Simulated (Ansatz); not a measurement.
Crystal: SiNi.

```
CELL_PARAMETERS angstrom
4.50369 0.00000 0.00000
0.00000 4.50369 0.00000
0.00000 0.00000 4.50369
ATOMIC_POSITIONS crystal
Ni 0.14950 0.14950 0.14950
Ni 0.64950 0.35050 0.85050
Ni 0.85050 0.64950 0.35050
Ni 0.35050 0.85050 0.64950
Si 0.84683 0.84683 0.84683
Si 0.34683 0.65317 0.15317
Si 0.15317 0.34683 0.65317
Si 0.65317 0.15317 0.34683
```

The cell is a database's computed one.

Alike in all runs: program Ansatz 0.2.0; functional PBEsol; potentials or basis Ansatz PAW; cutoff 420 eV (not typed: the program's choice for these potentials); k mesh 5 × 5 × 5; occupations fermi-dirac, width 0.05 eV.

Task: Only the start or the spin constraint differs. Which run ends lowest in energy?
A. collinear spin, program default start; fixed moment 0
B. collinear spin, ferromagnetic start of up to 1.25 μB; fixed moment 5
C. collinear spin, ferromagnetic start of up to 0.75 μB; fixed moment 3
D. collinear spin, ferromagnetic start of up to 0.5 μB; fixed moment 2
E. collinear spin, ferromagnetic start of up to 1 μB; fixed moment 4
F. collinear spin, ferromagnetic start of up to 0.25 μB; fixed moment 1

Result: A.

```csv
start,free energy over the lowest (meV/atom),net moment (μB),site or absolute moments (μB),gap
"collinear spin, ferromagnetic start of up to 1 μB; fixed moment 4",249.8,4.00,Ni +0.68; Si +0.17,-
"collinear spin, ferromagnetic start of up to 1.25 μB; fixed moment 5",397.7,5.00,Ni +0.84; Si +0.21,-
"collinear spin, ferromagnetic start of up to 0.5 μB; fixed moment 2",65.2,2.00,Ni +0.35; Si +0.09,-
"collinear spin, ferromagnetic start of up to 1.5 μB; fixed moment 6",575.5,6.00,Ni +0.98; Si +0.26,-
"collinear spin, program default start; fixed moment 0",0.0,0.00,-,-
"collinear spin, ferromagnetic start of up to 0.75 μB; fixed moment 3",144.4,3.00,Ni +0.51; Si +0.13,-
"collinear spin, ferromagnetic start of up to 2 μB; fixed moment 8",1005.7,8.00,Ni +1.25; Si +0.36,-
"collinear spin, ferromagnetic start of up to 0.25 μB; fixed moment 1",17.1,1.00,Ni +0.18; Si +0.04,-
```

All polarised runs hold their moment fixed, so the table maps the energy against it. A still lower state may exist.

Caveats: the total moment is fixed, so each spin has its own Fermi level.
